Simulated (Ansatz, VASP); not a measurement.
**AlGaN2 in VASP and in Ansatz**

```
Al Ga N
1.0
     3.18799    0.00000    0.00000
     0.00000    3.18799    0.00000
     0.00000    0.00000    4.35748
Al Ga N
1 1 2
Direct
  0.50000 0.50000 0.50000
  0.00000 0.00000 0.00000
  0.50000 0.00000 0.73826
  0.00000 0.50000 0.26174
```

Change from the starting cell: strain +0.015 along x and y, -0.015 along z, atoms carried along.

Alike in both runs: task single point; functional r2SCAN; k mesh 8 × 8 × 6; occupations gaussian, width 0.05 eV; no spin polarisation.

```csv
,VASP,Ansatz
version,VASP 6.6.1,Ansatz 0.2.0
potentials or method,"VASP PAW PBE potentials, release 64 (Al, Ga_d, N)","scalar-relativistic, plane waves, PAW"
plane-wave cutoff (eV),520,500
valence electrons in the cell,26,26
```

Ansatz gave:

| Quantity | Value |
| --- | --- |
| gap on the k mesh at the Fermi level (eV) | 3.27 |
| least direct gap on the mesh (eV) | 3.27 |
| pressure (GPa) | -3.4 |
| largest component of the traceless stress (GPa) | 2.61 |
| rms of the force components (eV/Å) | 0.016 |

What did VASP give for the same quantities?

gap on the k mesh at the Fermi level (eV): 3.28; least direct gap on the mesh (eV): 3.28; pressure (GPa): -3.1; largest component of the traceless stress (GPa): 2.70; rms of the force components (eV/Å): 0.019.

Atom by atom the forces differ by 0.035 eV/Å (rms over components).

Caveats: the PAW data sets were made with another functional, which shifts forces and pressure a little (VASP).
